# How far does the functional move the volume of titanium?

Two calculations of one titanium crystal can disagree because their programs solve the same equations slightly differently, or because the equations themselves differ. The equilibrium volume, the volume per atom at which the energy is lowest, shows both kinds of disagreement. In density-functional theory the equations differ through the functional, the approximate rule for the exchange and correlation energy of the electrons. The task here is to see how strongly that rule acts, and then to place SCAN-rVV10 among the others.

Static-lattice equilibrium volumes of hexagonal close-packed titanium (P6₃/mmc) from density-functional theory and a spline MEAM+SW force field, in the programs listed. The density-functional runs have no spin polarization or spin–orbit coupling. The PBEsol volumes come from equation-of-state fits, RPBE and SCAN-rVV10 from full cell relaxations; Kmax is in bohr⁻¹.

| method | rung | program | potentials | basis | k mesh | smearing | equilibrium volume (Å³/atom) |
| --- | --- | --- | --- | --- | --- | --- | --- |
| spline MEAM+SW | force field | LAMMPS | Ti.meam.sw.spline | default | none 2-atom cell | none | 17.393 |
| PBE | GGA | Ansatz LAPW | all electron LAPW, scalar relativistic | 0.0005 eV/atom basis error | 10x10x6 2-atom cell | Fermi-Dirac 0.05eV | 17.399 |
| PBE | GGA | VASP | VASP PAW PBE potentials, recommended | 520 eV | 10x10x6 2-atom cell | Fermi-Dirac 0.05eV | 17.365 |
| PBEsol | GGA | FLEUR | all electron | 4.1 Kmax | 10x10x6 2-atom cell | Fermi-Dirac 0.05eV | 16.728 |
| PBEsol | GGA | Quantum ESPRESSO | PseudoDojo 0.4.1 SR PBEsol standard | 1143 eV | 10x10x6 2-atom cell | Fermi-Dirac 0.05eV | 16.747 |
| RPBE | GGA | VASP | VASP PAW PBE potentials, recommended | 600 eV | 10x10x6 2-atom cell | methfessel paxton 0.2eV | 17.840 |
| SCAN-rVV10 | meta-GGA | VASP | VASP PAW PBE potentials, minimal, release 54 | 580 eV | 10x10x6 2-atom cell | methfessel paxton 0.2eV | ? |

## Same functional, different program

PBE was run in an all-electron program and in VASP, and the two volumes differ by 0.2%. The two PBEsol runs differ by 0.1%. These gaps contain the differences in basis, potentials and numerical procedure between the programs.

A change of functional does far more. The mean PBEsol volume is 3.7% below the mean PBE volume, a step of 0.64 Å³ per atom and about 19 times the gap between the two PBE runs. In length this is roughly 1.2%, since a small change in volume is three times the change in length. The step from PBEsol to PBE therefore calls for a physical explanation.

## Where the functionals differ

PBE, PBEsol and RPBE are gradient-corrected functionals. Each takes the exchange energy of a uniform electron gas and multiplies it, point by point, by a factor F(s). The quantity s measures how rapidly the electron density changes on the scale of the electrons' own wavelength. Two limits show where the three can disagree.

In a uniform density s is zero and F is 1 in all three, so their exchange is the same. For small s, F grows as 1 + μs². The coefficient μ is about 0.22 in both PBE and RPBE, but only about 0.12 in PBEsol. In this limit RPBE would behave like PBE, and PBEsol alone would stand apart.

At very large s, F levels off at the same ceiling, 1 + κ with κ about 0.80, in all three. There its slope vanishes. RPBE can thus part from PBE only at intermediate s, where its F climbs towards the ceiling faster. Values of s up to about 1 are found in the outer parts of the atoms in a metal, where the density falls off towards the space between them.

## From a slope to a volume

When the crystal expands, the density in the outer parts of the atoms and between them thins out, and s rises there on average. Exchange energy is negative, so a rising F lowers the energy. The steeper F is, the more energy the crystal gains by expanding, and this acts as an outward pressure. The crystal swells until its stiffness balances the extra push:

relative change in volume ≈ extra outward pressure / bulk modulus

The bulk modulus measures the resistance to a change in volume. This argument gives the observed order: PBEsol has the gentlest slope and the smallest volume, RPBE the steepest slope and the largest. It is a simplification, because it ignores how the density itself responds and leaves out that PBEsol also changes the correlation energy.

## RPBE worked through

The slopes at s = 1 follow from the published forms of F:

- PBE: 2μ/(1 + μ/κ)² ≈ 0.27
- PBEsol: the same formula with its smaller μ ≈ 0.19
- RPBE: 2μ exp(−μ/κ) ≈ 0.33

The step in slope from PBE to RPBE, divided by the step from PBEsol to PBE, is 0.74 before rounding. If volume follows slope, RPBE should lie 0.7408 × 0.6445 ≈ 0.48 Å³ above PBE. The two VASP runs give 17.840 − 17.365 = 0.475 Å³.

The agreement is closer than the argument deserves. At s = 0.8 the ratio would be 0.45 and at s = 1.2 it would be 1.16, and the value 1 was settled on with the RPBE volume in view. Using the size of F instead of its slope gives 0.30 at s = 1, but a larger s would raise that too. The estimate shows that the slope picture gives a shift of the right size for a reasonable s; it does not single out this picture as the cause.

The RPBE run also has a higher cutoff and a different smearing, the slight blurring of electron occupations that steadies a calculation on a metal. Its potentials were made for PBE and not for RPBE. In addition, its cell was free to change shape while it relaxed. A second RPBE run, made in ABINIT with the same smearing as the PBE runs, gives 17.93 Å³ per atom, 0.5% more than VASP. The expansion relative to PBE is therefore well supported, but its size is uncertain by about a fifth.

## A forecast for SCAN-rVV10

SCAN cannot be placed by F(s) alone. It also uses the kinetic energy density of the electrons, which helps it to tell a metallic region from a single bond. For many transition metals, though not for every metal, SCAN volumes fall between those of PBEsol and PBE, so the forecast starts at the midpoint, (16.74 + 17.38)/2 = 17.06 Å³ per atom.

The rVV10 part adds the attraction between fluctuating charges at a distance. It draws the atoms together, and a rough allowance for this is 1% of the volume, or 0.17 Å³. The forecast is therefore 16.9 Å³ per atom, with a range of 16.5 to 17.3. In words, SCAN-rVV10 should fall below PBE and slightly above PBEsol.

The range is a judgement. It covers SCAN's uncertain place between the two functionals, the uncertain strength of the rVV10 pull, and the use of potentials that were made for PBE and come from a minimal set. Because it reaches below the PBEsol volume, the order relative to PBEsol is the weaker part of the forecast.

The withheld rows as computed:

| method | rung | program | potentials | basis | k mesh | smearing | equilibrium volume (Å³/atom) |
| --- | --- | --- | --- | --- | --- | --- | --- |
| SCAN-rVV10 | meta-GGA | VASP | VASP PAW PBE potentials, minimal, release 54 | 580 eV | 10x10x6 2-atom cell | methfessel paxton 0.2eV | 16.837 |

## What the result confirms

The computed volume is 16.84 Å³ per atom. The forecast, 16.89 before rounding, was 0.05 Å³ too high, an error of 0.3% of the computed volume and well inside the range. Both statements about order hold: SCAN-rVV10 lies 3.1% below the mean PBE volume and 0.6% above the mean PBEsol volume. The first gap is far beyond the scatter between programs. The second is about as large as the difference between the two RPBE runs, so the order of SCAN-rVV10 and PBEsol is not settled by this one calculation.

The small miss does not confirm each step of the reasoning. A plain SCAN volume above the midpoint, combined with a stronger rVV10 pull, would give the same total. The potential matters too. This run treats only four electrons per titanium atom and keeps the 3s and 3p shells frozen, while the VASP run with RPBE treats twelve. How far this shifts the SCAN-rVV10 volume was not tested. The scatter between programs is no guide to it, because the runs compared there do not freeze these shells, so part of the gap to PBE may come from the potential. One volume tests only the sum of these effects, so it gives no ground for a narrower range next time.

A limiting case offers a reason, seen only after the result, why the volume should lie towards the PBEsol side. For a slowly varying density, SCAN's exchange is built to follow the same small gradient coefficient as PBEsol. Theory thus suggests a weaker outward push than in PBE, with the rVV10 attraction acting in the same direction. The table contains the two effects only in combination.

## The fitted line and the force field

The printed output after this text includes a straight line fitted to the five PBE, PBEsol and RPBE runs. It plots volume against a scale on which PBEsol is 0, PBE is 1 and RPBE is placed by the slope ratio at s = 1. The line passes within a few hundredths of an Å³ of each run, but with only three distinct positions it is a mild test. RPBE was part of this fit and SCAN-rVV10 was not. The place of SCAN-rVV10 on the scale came from the midpoint and the 1% allowance, so the narrow scatter about the line is no measure of that forecast's uncertainty.

The spline MEAM force field was left out of the fit because it contains no exchange functional. Its volume nearly coincides with PBE. Potentials of this kind are commonly fitted to density-functional results, so the match may simply be inherited and should not be counted as independent support for PBE.

## Using such volumes

For someone who takes a density or a lattice size from a calculation, the functional is the first thing to check. Combining a PBE volume with a PBEsol volume brings in a difference of nearly 4%, which could be mistaken for the effect of an alloying element. Exchanging one program for another at the same functional moved the volume much less, by up to 0.2% for PBE and PBEsol and by 0.5% for RPBE, where the smearing differed as well.

These volumes belong to a static lattice, without thermal expansion or the zero-point motion of the atoms. Both effects normally enlarge a metal such as titanium. The functional whose static volume lies nearest to a room-temperature measurement is therefore not necessarily the most accurate one.

Printed output of the fit:

```
mean PBE volume (Å³/atom): 17.38
mean PBEsol volume (Å³/atom): 16.74
scatter between programs, PBE (Å³/atom): 0.034
scatter between programs, PBE (percent): 0.1956
scatter between programs, PBEsol (percent): 0.1135
step from PBEsol up to PBE (Å³/atom): 0.6445
PBEsol below PBE (percent of PBE): 3.708
RPBE above PBE, both VASP (percent): 2.735
step PBEsol to PBE over PBE program scatter (ratio): 18.96
computed ratio of steps, RPBE less VASP PBE over PBE less PBEsol: 0.737
ratio of steps from slope of F at s of 1: 0.7408
ratio of steps from slope of F at s of 0.8: 0.4453
ratio of steps from slope of F at s of 1.2: 1.157
ratio of steps from F itself at s of 1, rival rule: 0.3006
fit of V on 5 rows (dft): constant 16.74 +/- 0.012, coefficient of plc 0.6358 +/- 0.012; rms 0.0134, worst PBE -0.0231, leave-one-out rms 0.0206
  rows outside the fit (model, value, miss): spline MEAM+SW 17.38, 17.39, -0.0171; SCAN-rVV10 16.89, 16.84, 0.0495
SCAN-rVV10 forecast (Å³/atom): 16.89
SCAN-rVV10 computed less mean PBE (percent of PBE): -3.135
SCAN-rVV10 computed less mean PBEsol (percent of PBEsol): 0.5945
```
